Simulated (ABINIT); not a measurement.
The system is SrO.

```
Sr O
1.0
     0.00000    2.56630    2.56630
     2.56630    0.00000    2.56630
     2.56630    2.56630    0.00000
Sr O
1 1
Direct
  0.50000 0.50000 0.50000
  0.00000 0.00000 0.00000
```

Base run:

| Item | Value |
| --- | --- |
| Program | ABINIT 10.8.3 (patched build) |
| Functional | LDA |
| Potentials or basis | JTH PAW PBE v2.0 |
| Cutoff | 762 eV |
| k mesh | 9 × 9 × 9 |
| Occupations | fermi-dirac, width 0.05 eV |
| Spin | no spin polarisation |

Its results: band gap on the k mesh 3.21 eV, indirect (least direct gap 3.29 eV); pressure -4.2 GPa.

Q: After a change of settings the same cell gave: band gap on the k mesh 3.33 eV, indirect (least direct gap 3.41 eV); pressure 0.0 GPa. Which change was it?
A. functional from LDA to r2SCAN
B. functional from LDA to AM05
C. functional from LDA to revPBE
D. functional from LDA to WC

A: B.

AM05 binds less tightly than LDA, so the same cell stands under more pressure.

Caveats: the PAW data sets were made with another functional, which shifts forces and pressure a little.

Runs at the PBE level aren't shown here.
